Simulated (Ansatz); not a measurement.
**Two structures of Si: comparison of enthalpies under pressure from a Python script**

The task here is to estimate one member of a computed series from the others.

All numbers are computed with Ansatz 0.2.0 through its Python package. Level of theory: DFT PBE, plane waves, PAW.

**The system**

Si Pm-3m: It takes space group Pm-3m (No. 221, cubic). Conventional cell: a = 2.570 Å, b = 2.570 Å, c = 2.570 Å, α = 90.00°, β = 90.00°, γ = 90.00°. Si (site symmetry m-3m) is surrounded by 6 Si at 2.57 Å.

Si Fd-3m: Symmetry: Fd-3m, No. 227, cubic system. Conventional cell: a = 5.430 Å, b = 5.430 Å, c = 5.430 Å, α = 90.00°, β = 90.00°, γ = 90.00°. Si (site symmetry -43m) is surrounded by 4 Si at 2.35 Å.

The script holds or builds the structure itself.

The first run:

Input file transition.py:

```python
'''Enthalpies of two structures of Si under pressure.'''

import ansatz as az
import numpy as np
import pandas as pd


def sc(a_site, a):
    return (
        az.Lattice.cubic(a)
        .space_group(221)
        .atom(a_site, [0, 0, 0])
    )


def diamond(A, a):
    return (
        az.Lattice.fcc(a)
        .space_group(227, origin_choice=1)
        .atom(A, [0, 0, 0])
        .primitive()
    )


def ground_state(name, crystal, pressure=0.0):
    calc = (
        crystal.calculation()
        .basis(19 * az.Ha)
        .functional('pbe')
        .kpoints(spacing=0.14)
        .occupations('cold', width=0.05)
    )
    calc = calc.relax(force_tolerance=0.02, max_steps=40, cell=True, pressure=pressure)
    return calc.run(threads=1, pin='off')


def volume_per_atom(outcome):
    return abs(np.linalg.det(outcome.lattice.cell_ang)) / len(outcome.lattice.sites)

phases = {}
phases['sc'] = sc('Si', 2.57)
phases['diamond'] = diamond('Si', 5.43)

# H = E + PV, with 1 eV per cubic angstrom equal to 160.2 GPa
pressures = [0, 20, 40, 60]
enthalpy, volume = {name: [] for name in phases}, {name: [] for name in phases}
for p in pressures:
    for name, crystal in phases.items():
        o = ground_state(name, crystal, pressure=p)
        volume[name].append(volume_per_atom(o))
        enthalpy[name].append(o.report['energy_sigma0_ev'] / len(o.lattice.sites) + p * volume[name][-1] / 160.21766)
gap = np.array(enthalpy['diamond']) - np.array(enthalpy['sc'])
rows = [(p, va, vb, 1000 * d) for p, va, vb, d in zip(pressures, volume['sc'], volume['diamond'], gap)]
print(pd.DataFrame(rows, columns=['P (GPa)', 'V sc (A^3/atom)', 'V diamond (A^3/atom)', 'H(diamond) - H(sc) (meV/atom)']).round(4).to_string(index=False))
crossings = [p0 - g0 * (p1 - p0) / (g1 - g0) for p0, p1, g0, g1 in zip(pressures, pressures[1:], gap, gap[1:]) if g0 * g1 < 0]
print('crossing near', [round(float(p), 1) for p in crossings], 'GPa') if crossings else print('no crossing in this range')
```

The run is started by

```
$ python transition.py
```

Among the steps run: Running it.

One table of the session follows, with a row left open; its other results are not shown here.

Enthalpy H = E + pV of the second structure less the first:

```
pressure (GPa)  ΔH (meV/atom)
             0         -348.0
            20          116.2
            40              ?
            60          856.0
```

Estimate the missing values for pressure (GPa) = 40.

Worked estimate for «ΔH (meV/atom)». A straight line through the neighbours (20, 116.2) and (60, 856.0) gives 116.2 + (856.0 − 116.2) × (40 − 20) / (60 − 20) = 486.1; a parabola fitted to 3 rows on both sides gives 517.5.

**Answer.** ΔH (meV/atom): 507.3. In «ΔH (meV/atom)» the line misses by -21.2 and the parabola by +10.2.

Limits of these values: Temperature and kinetics are left out, and mesh and smearing can move the crossing. What to keep in mind:
- At a fixed pressure a relaxation lowers the enthalpy F + PV, while F alone can rise.
- Only these two structures are compared, at zero temperature and with their symmetry kept; either may be hypothetical, and another phase may be lower than both.
